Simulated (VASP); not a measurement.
# NiO (F-43m) in VASP: further runs

One crystal, NiO, is run at these levels: BLYP, AM05, PW91, r2SCAN; tasks: band structure.

All numbers are computed with VASP 6.6.1; they aren't measurements. Logs are shortened: lines on timing, memory, paths and dates and some standing lists are left out, and cuts for length are marked.

## Step 1: The crystal as given

Symmetry: F-43m, No. 216, cubic system. Conventional cell: a = 4.481 Å, b = 4.481 Å, c = 4.481 Å, α = 90.00°, β = 90.00°, γ = 90.00°. Ni (site symmetry -43m) is surrounded by 4 O at 1.94 Å. O (site symmetry -43m) is surrounded by 4 Ni at 1.94 Å.

The cell was built by a generator and needn't be a form met in nature.

## Step 2: Band structure, BLYP, collinear spin, ferromagnetic start

POSCAR

```
NiO
1.0
    0.0000000000      2.2406300000      2.2406300000
    2.2406300000      0.0000000000      2.2406300000
    2.2406300000      2.2406300000      0.0000000000
Ni O
1 1
Direct
    0.0000000000      0.0000000000      0.0000000000
    0.7500000000      0.7500000000      0.7500000000
```

INCAR.step1

```
PREC = Accurate
ENCUT = 520
EDIFF = 1E-6
ISMEAR = -1
SIGMA = 0.05
LREAL = False
LASPH = True
NELM = 120
ALGO = Normal
ISIF = 2
LWAVE = False
LCHARG = True
ISPIN = 2
MAGMOM = 1 0
LORBIT = 11
LMAXMIX = 4
GGA = B5
ALDAX = 1.0
AGGAX = 1.0
AGGAC = 1.0
ALDAC = 0.0
```

KPOINTS.step1

```
regular mesh
0
Gamma
  7 7 7
```

INCAR.step2

```
PREC = Accurate
ENCUT = 520
EDIFF = 1E-6
ISMEAR = 0
SIGMA = 0.05
LREAL = False
LASPH = True
NELM = 120
ALGO = Normal
ISIF = 2
LWAVE = False
LCHARG = False
ISPIN = 2
MAGMOM = 1 0
LORBIT = 11
LMAXMIX = 4
GGA = B5
ALDAX = 1.0
AGGAX = 1.0
AGGAC = 1.0
ALDAC = 0.0
ICHARG = 11
```

KPOINTS.step2

```
path GXWKGLUWLK,UX
15
line-mode
reciprocal
 0.0000000000  0.0000000000  0.0000000000  G
 0.5000000000  0.0000000000  0.5000000000  X

 0.5000000000  0.0000000000  0.5000000000  X
 0.5000000000  0.2500000000  0.7500000000  W

 0.5000000000  0.2500000000  0.7500000000  W
 0.3750000000  0.3750000000  0.7500000000  K

 0.3750000000  0.3750000000  0.7500000000  K
 0.0000000000  0.0000000000  0.0000000000  G

 0.0000000000  0.0000000000  0.0000000000  G
 0.5000000000  0.5000000000  0.5000000000  L

 0.5000000000  0.5000000000  0.5000000000  L
 0.6250000000  0.2500000000  0.6250000000  U

 0.6250000000  0.2500000000  0.6250000000  U
 0.5000000000  0.2500000000  0.7500000000  W

 0.5000000000  0.2500000000  0.7500000000  W
 0.5000000000  0.5000000000  0.5000000000  L

 0.5000000000  0.5000000000  0.5000000000  L
 0.3750000000  0.3750000000  0.7500000000  K

 0.6250000000  0.2500000000  0.6250000000  U
 0.5000000000  0.0000000000  0.5000000000  X
```

Potentials or basis: VASP PAW PBE potentials, release 64 (Ni, O).

Launch:

```sh
> cat potpaw_PBE.64/Ni/POTCAR potpaw_PBE.64/O/POTCAR > POTCAR
> cp INCAR.step1 INCAR
> cp KPOINTS.step1 KPOINTS
> mpirun -np 1 vasp_std > vasp.out
> cp INCAR.step2 INCAR
> cp KPOINTS.step2 KPOINTS
> mpirun -np 1 vasp_std > vasp.out
```

OUTCAR:

```text
PREC = Accurate
   ENCUT = 520
   EDIFF = 1E-6
   ISMEAR = 0
   LREAL = False
   LASPH = True
   NELM = 120
   ISIF = 2
   ISPIN = 2
   LORBIT = 11
   GGA = B5
   ICHARG = 11

 ion  position               nearest neighbor table
   1  0.000  0.000  0.000-   2 1.94   2 1.94   2 1.94   2 1.94
   2  0.750  0.750  0.750-   1 1.94   1 1.94   1 1.94   1 1.94

  LATTYP: Found a face centered cubic cell.
 ALAT       =     4.4812600000

  Lattice vectors:

 A1 = (   0.0000000000,   2.2406300000,   2.2406300000)
 A2 = (   2.2406300000,   0.0000000000,   2.2406300000)
 A3 = (   2.2406300000,   2.2406300000,   0.0000000000)

Analysis of symmetry for initial positions (statically):
=====================================================================
 Subroutine PRICEL returns:
 Original cell was already a primitive cell.

 Routine SETGRP: Setting up the symmetry group for a
 face centered cubic supercell.

 Subroutine GETGRP returns: Found 24 space group operations
 (whereof 24 operations were pure point group operations)
 out of a pool of 48 trial point group operations.

The static configuration has the point symmetry T_d .

Analysis of symmetry for dynamics (positions and initial velocities):
=====================================================================
 Subroutine PRICEL returns:
 Original cell was already a primitive cell.

 Routine SETGRP: Setting up the symmetry group for a
 face centered cubic supercell.

 Subroutine GETGRP returns: Found 24 space group operations
 (whereof 24 operations were pure point group operations)
 out of a pool of 48 trial point group operations.

The dynamic configuration has the point symmetry T_d .

Analysis of structural, dynamic, and magnetic symmetry:
=====================================================================
 Subroutine PRICEL returns:
 Original cell was already a primitive cell.

 Routine SETGRP: Setting up the symmetry group for a
 face centered cubic supercell.

 Subroutine GETGRP returns: Found 24 space group operations
 (whereof 24 operations were pure point group operations)
 out of a pool of 48 trial point group operations.

The overall configuration has the point symmetry T_d .

 Subroutine INISYM returns: Found 24 space group operations
 (whereof 24 operations are pure point group operations),
 and found     1 'primitive' translations

----------------------------------------------------------------------------------------

                                     Primitive cell

  volume of cell :      22.4978

  direct lattice vectors                    reciprocal lattice vectors
     0.000000000  2.240630000  2.240630000    -0.223151524  0.223151524  0.223151524
     2.240630000  0.000000000  2.240630000     0.223151524 -0.223151524  0.223151524
     2.240630000  2.240630000  0.000000000     0.223151524  0.223151524 -0.223151524

  length of vectors
     3.168729334  3.168729334  3.168729334     0.386509778  0.386509778  0.386509778

  position of ions in fractional coordinates (direct lattice)
     0.000000000  0.000000000  0.000000000
     0.750000000  0.750000000  0.750000000

  ion indices of the primitive-cell ions
   primitive index   ion index
                 1           1
                 2           2

----------------------------------------------------------------------------------------

 KPOINTS: path GXWKGLUWLK,UX

Interpolating k-points between supplied coordinates.

 Line segments in fractional coordinates (reciprocal lattice):
    0.000000  0.000000  0.000000  ...  0.500000  0.000000  0.500000
    0.500000  0.000000  0.500000  ...  0.500000  0.250000  0.750000
    0.500000  0.250000  0.750000  ...  0.375000  0.375000  0.750000
    0.375000  0.375000  0.750000  ...  0.000000  0.000000  0.000000
    0.000000  0.000000  0.000000  ...  0.500000  0.500000  0.500000
    0.500000  0.500000  0.500000  ...  0.625000  0.250000  0.625000
    0.625000  0.250000  0.625000  ...  0.500000  0.250000  0.750000
    0.500000  0.250000  0.750000  ...  0.500000  0.500000  0.500000
    0.500000  0.500000  0.500000  ...  0.375000  0.375000  0.750000
    0.625000  0.250000  0.625000  ...  0.500000  0.000000  0.500000

 Generated    15 points on each line segment, for a total of    150 k-points:

[... 36 lines left out ...]
   PREC   = accura    normal or accurate (medium, high low for compatibility)
   ISTART =      0    job   : 0-new  1-cont  2-samecut
   ICHARG =     11    charge: 1-file 2-atom 10-const
   ISPIN  =      2    spin polarized calculation?
   LNONCOLLINEAR =      F non collinear calculations
   LSORBIT =      F    spin-orbit coupling
   LASPH  =      T    aspherical Exc in radial PAW
   ENCUT  =  520.0 eV  38.22 Ry    6.18 a.u.   5.89  5.89  5.89*2*pi/ulx,y,z
   NELM   =    120;   NELMIN=  2; NELMDL=  0     # of ELM steps
   EDIFF  = 0.1E-05   stopping-criterion for ELM
   LREAL  =      F    real-space projection
   EDIFFG = 0.1E-04   stopping-criterion for IOM
   NSW    =      0    number of steps for IOM
   IBRION =     -1    ionic relax: 0-MD 1-quasi-New 2-CG
   NFREE  =      0    steps in history (QN), initial steepest desc. (CG)
   ISIF   =      2    stress and relaxation
   ISYM   =      2    0-nonsym 1-usesym 2-fastsym
   POTIM  = 0.5000    time-step for ionic-motion
   TEBEG  =    0.0;   TEEND  =   0.0 temperature during run
   PSTRESS=    0.0 pullay stress
   NELECT =      16.0000    total number of electrons
   NUPDOWN=      -1.0000    fix difference up-down
   EMIN   =  10.00;   EMAX   =-10.00  energy-range for DOS
   EFERMI =   0.00;   METHOD = LEGACY
   ISMEAR =     0;   SIGMA  =   0.05  broadening in eV -4-tet -1-fermi 0-gaus
   EFERMI_NEDOS =   21; number of points for ismear=-14 and -15
   IALGO  =     38    algorithm
   IMIX   =      4    mixing-type and parameters
     AMIX     =   0.40;   BMIX     =  1.00
     AMIX_MAG =   1.60;   BMIX_MAG =  1.00
  volume/ion in A,a.u.               =      11.25        75.91
  Fermi-wavevector in a.u.,A,eV,Ry     =   1.461284  2.761427 29.053220  2.135351
  Thomas-Fermi vector in A             =   2.577634
   LORBIT       =     11    0 simple, 1 ext, 2 COOP (PROOUT), +10 PAW based schemes
   GGA     = B5    functional components
   LHFCALC =     F    Hartree Fock is set to
   AEXX    =    0.0000 exact exchange contribution
   IVDW    =     0    specifies the selected vdW correction
   LEPSILON=     F    determine dielectric tensor
   LRPA    =     F    only Hartree local field effects (RPA)
 spin polarized calculation
 Gauss-broadening in eV      SIGMA  =   0.05
  energy-cutoff  :      520.00
  volume of cell :       22.50
 maximum number of plane-waves:       620
 NGX is ok and might be reduce to    24

 number of electron      16.0000007 magnetization       1.8439442

 Free energy of the ion-electron system (eV)
  ---------------------------------------------------
  ext. energy  EPLUGINS =         0.00000000
  ---------------------------------------------------
  free energy    TOTEN  =       -11.09287388 eV

  energy without entropy =      -11.08812940  energy(sigma->0) =      -11.09050164

 E-fermi :   5.8030     XC(G=0): -10.7147

 val. band max:        5.8024109277   @ k =   0.5357   0.0714   0.5357
 cond. band min:       5.8068064223   @ k =   0.4643   0.0000   0.4643
 fundamental gap:      0.0043954946
 Fermi energy:         5.8030474557

 spin component 1

 k-point     1 :       0.0000    0.0000    0.0000
  band No.  band energies     occupation
      1     -13.9357      1.00000
      2      -0.0270      1.00000
      3      -0.0270      1.00000
      4      -0.0270      1.00000
      5       3.5072      1.00000
      6       3.5072      1.00000
      7       6.1115      0.00000
      8       6.1115      0.00000
      9       6.1115      0.00000
     10       6.5867      0.00000
     11      20.2744      0.00000
     12      20.2744      0.00000
     13      20.2744      0.00000
[... 356 lines left out ...]
      2      -0.7493      1.00000
      3       0.4866      1.00000
      4       0.8043      1.00000
      5       2.9034      1.00000
      6       3.3847      1.00000
      7       3.9000      1.00000
      8       3.9243      1.00000
      9       4.7387      1.00000
     10      12.5005      0.00000
     11      15.8020      0.00000
     12      16.9295      0.00000
     13      18.8468      0.00000

 [... further k-points ...]

 spin component 2

 k-point     1 :       0.0000    0.0000    0.0000
  band No.  band energies     occupation
      1     -13.3554      1.00000
      2       0.9225      1.00000
      3       0.9225      1.00000
      4       0.9225      1.00000
      5       4.5016      1.00000
      6       4.5017      1.00000
      7       6.8846      0.00000
      8       7.6363      0.00000
      9       7.6364      0.00000
     10       7.6364      0.00000
     11      20.5026      0.00000
     12      20.5026      0.00000
     13      20.5026      0.00000
[... 356 lines left out ...]
      2      -0.2261      1.00000
      3       1.1179      1.00000
      4       1.4965      1.00000
      5       4.3640      1.00000
      6       4.7184      1.00000
      7       4.9260      1.00000
      8       5.6926      0.99911
      9       6.0817      0.00000
     10      12.9895      0.00000
     11      16.3898      0.00000
     12      17.2326      0.00000
     13      19.1750      0.00000

 [... further k-points ...]

------------------------ aborting loop because EDIFF is reached ----------------------------------------

  FORCE on cell =-STRESS in cart. coord.  units (eV):
  Direction    XX          YY          ZZ          XY          YZ          ZX
  --------------------------------------------------------------------------------------
  -------------------------------------------------------------------------------------
  Total       -0.8216799     -0.8216799     -0.8216799      0.0000000      0.0000000     -0.0000000
  in kB      -58.5157567    -58.5157567    -58.5157567      0.0000000      0.0000000     -0.0000000
  external PRESSURE =     -58.5157567 kB  Pullay stress =       0.0000000 kB

 VOLUME and BASIS-vectors are now :
 -----------------------------------------------------------------------------
  energy-cutoff  :      520.00
  volume of cell :       22.50
      direct lattice vectors                 reciprocal lattice vectors
     0.000000000  2.240630000  2.240630000    -0.223151524  0.223151524  0.223151524
     2.240630000  0.000000000  2.240630000     0.223151524 -0.223151524  0.223151524
     2.240630000  2.240630000  0.000000000     0.223151524  0.223151524 -0.223151524

 POSITION                                       TOTAL-FORCE (eV/Angst)
 -----------------------------------------------------------------------------------
      0.00000      0.00000      0.00000         0.000000      0.000000      0.000000
      3.36095      3.36095      3.36095        -0.000000     -0.000000     -0.000000
 -----------------------------------------------------------------------------------
    total drift:                                0.000003      0.000003      0.000003

  FREE ENERGIE OF THE ION-ELECTRON SYSTEM (eV)
  ---------------------------------------------------
  free  energy   TOTEN  =       -11.0928738760 eV

  energy  without entropy=      -11.0881294028  energy(sigma->0) =      -11.09050164

 total charge

# of ion       s       p       d       tot
------------------------------------------
    1        0.379   0.501   8.274   9.154
    2        1.551   3.379   0.000   4.930
--------------------------------------------------
tot          1.929   3.880   8.274  14.084

 magnetization (x)

# of ion       s       p       d       tot
------------------------------------------
    1       -0.002   0.026   1.137   1.162
    2        0.012   0.235   0.000   0.247
--------------------------------------------------
tot          0.010   0.261   1.137   1.408
```

It took 30 s on 1 thread of Intel Xeon Platinum 8488C (Sapphire Rapids), shared host; peak memory 0.2 GiB.

Results:

* Band gap along the path: none (metal or under the smearing width)
* Net moment: 1.84 μB per cell

Caveat: the log is that of the step along the path at fixed density, whose energy, stress, charges and moments have no meaning; the PAW data sets were made with another functional, which shifts forces and pressure a little; a cell with one magnetic atom can't hold antiferromagnetic order, which such compounds often take; semilocal functionals often make such compounds metallic where correlation or magnetic order opens a gap, which also shifts bond lengths.

## Step 3: Band structure, AM05, collinear spin, ferromagnetic start

POSCAR is that of step 2.

Changes to INCAR.step1 since step 2:

```diff
@@ -16,6 +16,2 @@
 LMAXMIX = 4
-GGA = B5
-ALDAX = 1.0
-AGGAX = 1.0
-AGGAC = 1.0
-ALDAC = 0.0
+GGA = AM
```

KPOINTS.step1 is that of step 2.

Changes to INCAR.step2 since step 2:

```diff
@@ -16,7 +16,3 @@
 LMAXMIX = 4
-GGA = B5
-ALDAX = 1.0
-AGGAX = 1.0
-AGGAC = 1.0
-ALDAC = 0.0
+GGA = AM
 ICHARG = 11
```

KPOINTS.step2 is that of step 2.

Potentials or basis: VASP PAW PBE potentials, release 64 (Ni, O).

Launch:

```sh
> cat potpaw_PBE.64/Ni/POTCAR potpaw_PBE.64/O/POTCAR > POTCAR
> cp INCAR.step1 INCAR
> cp KPOINTS.step1 KPOINTS
> mpirun -np 1 vasp_std > vasp.out
> cp INCAR.step2 INCAR
> cp KPOINTS.step2 KPOINTS
> mpirun -np 1 vasp_std > vasp.out
```

Run time: 26 s. Hardware: 1 thread of Intel Xeon Platinum 8488C (Sapphire Rapids), shared host; peak memory 0.2 GiB.

It converged, with:

```
Band gap along the path : none (metal or under the smearing width)
Net moment              : 1.79 μB per cell
```

Caveat: the log is that of the step along the path at fixed density, whose energy, stress, charges and moments have no meaning; the PAW data sets were made with another functional, which shifts forces and pressure a little; a cell with one magnetic atom can't hold antiferromagnetic order, which such compounds often take; semilocal functionals often make such compounds metallic where correlation or magnetic order opens a gap, which also shifts bond lengths.

## Step 4: Band structure, PW91, collinear spin, ferromagnetic start

POSCAR is that of step 3.

Changes to INCAR.step1 since step 3:

```diff
@@ -16,2 +16,2 @@
 LMAXMIX = 4
-GGA = AM
+GGA = 91
```

KPOINTS.step1 is that of step 3.

Changes to INCAR.step2 since step 3:

```diff
@@ -16,3 +16,3 @@
 LMAXMIX = 4
-GGA = AM
+GGA = 91
 ICHARG = 11
```

KPOINTS.step2 is that of step 3.

Launch:

```sh
> cat potpaw_PBE.64/Ni/POTCAR potpaw_PBE.64/O/POTCAR > POTCAR
> cp INCAR.step1 INCAR
> cp KPOINTS.step1 KPOINTS
> mpirun -np 1 vasp_std > vasp.out
> cp INCAR.step2 INCAR
> cp KPOINTS.step2 KPOINTS
> mpirun -np 1 vasp_std > vasp.out
```

Wall time 37 s (1 thread of Intel Xeon Platinum 8488C (Sapphire Rapids), shared host); peak memory 0.19 GiB.

The run converged. Its results:

| Property | Result |
| --- | --- |
| Band gap along the path | none (metal or under the smearing width) |
| Net moment | 1.78 μB per cell |

Levels at the corners of the path, in eV from the Fermi level:
Spin up:
```
point  band 5  band 6  band 7  band 8  band 9  band 10  band 11  band 12  band 13
    Γ   -2.31   -2.31    0.32    0.32    0.32     0.54    14.36    14.36    14.36
    X   -2.92   -2.03   -1.66   -1.66   -1.65     5.51    10.05    11.26    14.61
    X   -2.92   -2.03   -1.66   -1.66   -1.65     5.51    10.05    11.26    14.61
    W   -2.90   -2.58   -1.95   -1.92   -0.91     7.22     9.96    10.62    11.69
    W   -2.90   -2.58   -1.95   -1.92   -0.91     7.22     9.96    10.62    11.69
    K   -3.03   -2.28   -2.12   -1.39   -1.13     6.77     9.46    10.28    14.36
    K   -3.03   -2.28   -2.12   -1.39   -1.13     6.77     9.46    10.28    14.36
    Γ   -2.31   -2.31    0.32    0.32    0.32     0.54    14.36    14.36    14.36
    Γ   -2.31   -2.31    0.32    0.32    0.32     0.54    14.36    14.36    14.36
    L   -2.35   -2.23   -2.23   -0.50   -0.50     5.96     7.39    13.87    13.87
    L   -2.35   -2.23   -2.23   -0.50   -0.50     5.96     7.39    13.87    13.87
    U   -3.03   -2.28   -2.12   -1.39   -1.13     6.77     9.46    10.28    14.36
    U   -3.03   -2.28   -2.12   -1.39   -1.13     6.77     9.46    10.28    14.36
    W   -2.90   -2.58   -1.95   -1.92   -0.91     7.22     9.96    10.62    11.69
    W   -2.90   -2.58   -1.95   -1.92   -0.91     7.22     9.96    10.62    11.69
    L   -2.35   -2.23   -2.23   -0.50   -0.50     5.96     7.39    13.87    13.87
    L   -2.35   -2.23   -2.23   -0.50   -0.50     5.96     7.39    13.87    13.87
    K   -3.03   -2.28   -2.12   -1.39   -1.13     6.77     9.46    10.28    14.36
    U   -3.03   -2.28   -2.12   -1.39   -1.13     6.77     9.46    10.28    14.36
    X   -2.92   -2.03   -1.66   -1.66   -1.65     5.51    10.05    11.26    14.61
```
Spin down:
```
point  band 5  band 6  band 7  band 8  band 9  band 10  band 11  band 12
    Γ   -1.29   -1.29    0.81    1.71    1.71     1.71    14.60    14.60
    X   -1.54   -0.98   -0.69   -0.14   -0.14     5.94    10.60    11.51
    X   -1.54   -0.98   -0.69   -0.14   -0.14     5.94    10.60    11.51
    W   -1.61   -1.24   -0.90   -0.28    0.33     7.70    10.51    10.93
    W   -1.61   -1.24   -0.90   -0.28    0.33     7.70    10.51    10.93
    K   -1.65   -1.11   -0.75   -0.12    0.22     7.21     9.90    10.67
    K   -1.65   -1.11   -0.75   -0.12    0.22     7.21     9.90    10.67
    Γ   -1.29   -1.29    0.81    1.71    1.71     1.71    14.60    14.60
    Γ   -1.29   -1.29    0.81    1.71    1.71     1.71    14.60    14.60
    L   -1.10   -1.10   -0.78    0.82    0.82     6.24     7.84    14.18
    L   -1.10   -1.10   -0.78    0.82    0.82     6.24     7.84    14.18
    U   -1.65   -1.11   -0.75   -0.12    0.22     7.21     9.90    10.67
    U   -1.65   -1.11   -0.75   -0.12    0.22     7.21     9.90    10.67
    W   -1.61   -1.24   -0.90   -0.28    0.33     7.70    10.51    10.93
    W   -1.61   -1.24   -0.90   -0.28    0.33     7.70    10.51    10.93
    L   -1.10   -1.10   -0.78    0.82    0.82     6.24     7.84    14.18
    L   -1.10   -1.10   -0.78    0.82    0.82     6.24     7.84    14.18
    K   -1.65   -1.11   -0.75   -0.12    0.22     7.21     9.90    10.67
    U   -1.65   -1.11   -0.75   -0.12    0.22     7.21     9.90    10.67
    X   -1.54   -0.98   -0.69   -0.14   -0.14     5.94    10.60    11.51
```

Caveat: the log is that of the step along the path at fixed density, whose energy, stress, charges and moments have no meaning; the PAW data sets were made with another functional, which shifts forces and pressure a little; a cell with one magnetic atom can't hold antiferromagnetic order, which such compounds often take; semilocal functionals often make such compounds metallic where correlation or magnetic order opens a gap, which also shifts bond lengths.

[end of part 1 of 2]
